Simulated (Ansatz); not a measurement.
Wanted: the native input for an Ansatz 0.2.0 run.

```
Task                : single point
Functional          : PBE
Potentials or basis : all-electron LAPW, scalar-relativistic
Cutoff              : 254 eV (chosen from the basis error)
Basis error allowed : 0.001 eV/atom
k mesh              : 11 × 11 × 11
Occupations         : fermi-dirac, width 0.05 eV
Spin                : no spin polarisation
```

The system is Ag.

```xyz
1
Lattice="-1.6104 1.6535 1.6182 1.6593 -1.6605 1.6741 1.6393 1.6895 -1.6252" Properties=species:S:1:pos:R:3 pbc="T T T"
Ag    0.0000    0.0000    0.0000
```

This isn't the form of Ag at room conditions, which is fcc.

The cell isn't the ideal one: cell sheared at random, sigma 0.01, atoms nudged by 0.01 Å.

These files were run (other wordings do the same):

input.yaml

```yaml
crystal:
  lattice:
    - [-1.61038051, 1.65353266, 1.61815768]
    - [1.65930705, -1.6605473, 1.67409886]
    - [1.63933048, 1.68949727, -1.62517232]
  atoms:
    - { symbol: Ag, position: [0.0, 0.0, 0.0] }
kpoints:
  mp_grid: { grid: [11, 11, 11] }
scf:
  occupations: { method: fermi_dirac, width: 0.05 }
hamiltonian:
  xc: pbe
  pseudopotentials: { kind: all_electron, lapw: { basis_error: 0.001 } }
output:
  forces: true
  stress: true
  eigenvalues: true
  populations: true
```

Potentials or basis: all-electron LAPW, scalar-relativistic.

Command:

```console
$ ansatz run input.yaml --threads 1 --pin off --max-ram 3072MiB --backend cpu --events-out ev --progress --plain --runs-dir out
```

It gave:

```
Pressure               : -0.7 GPa
Band gap on the k mesh : none (metal or under the smearing width)
```

Run time: 26 s on 1 thread of INTEL(R) XEON(R) PLATINUM 8581C CPU @ 2.30GHz (Emerald Rapids), on a shared host, peak memory 0.71 GiB.
